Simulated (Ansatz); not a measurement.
`OCCO` + `CC` → `CCCCO` + H₂O  (formal exchange of groups at a C–O bond)

Isolated molecules relaxed with PBE0-D4/def2-TZVP in Ansatz; ΔE leaves out vibrations. CCSD(T)/CBS adds triple-zeta CCSD(T) − MP2 to the extrapolated MP2 energy (def2 sets, frozen cores). This one scheme is used for every species. DFT in def2-TZVPP. One conformer a species, not always the lowest.

```tsv
species	PBE-D4 energy (Eh)
`OCCO`	-230.09051
`CC`	-79.73541
`CCCCO`	-233.45801
H₂O	-76.38027
```

(1) Work out ΔE.

Largest T1 diagnostic among the species: 0.010.

Answers

(1) ΔE = (-233.45801) + (-76.38027) − (-230.09051) − (-79.73541) = -0.01236 Eh = -0.34 eV. CCSD(T)/CBS gives -0.46 eV.

In def2-TZVPP, CCSD(T) changes the Hartree–Fock value by −0.14 eV (the triples alone add −0.01 eV) and MP2 by −0.21 eV. The D4 term adds −0.06 eV with B3LYP and −0.04 eV with PBE0; it sums over pairs of atoms, weighted by their polarisabilities, and B3LYP, whose exchange is more repulsive, gets the larger term.

B3LYP here is the variant with VWN-RPA as its local correlation; programs differ in this.
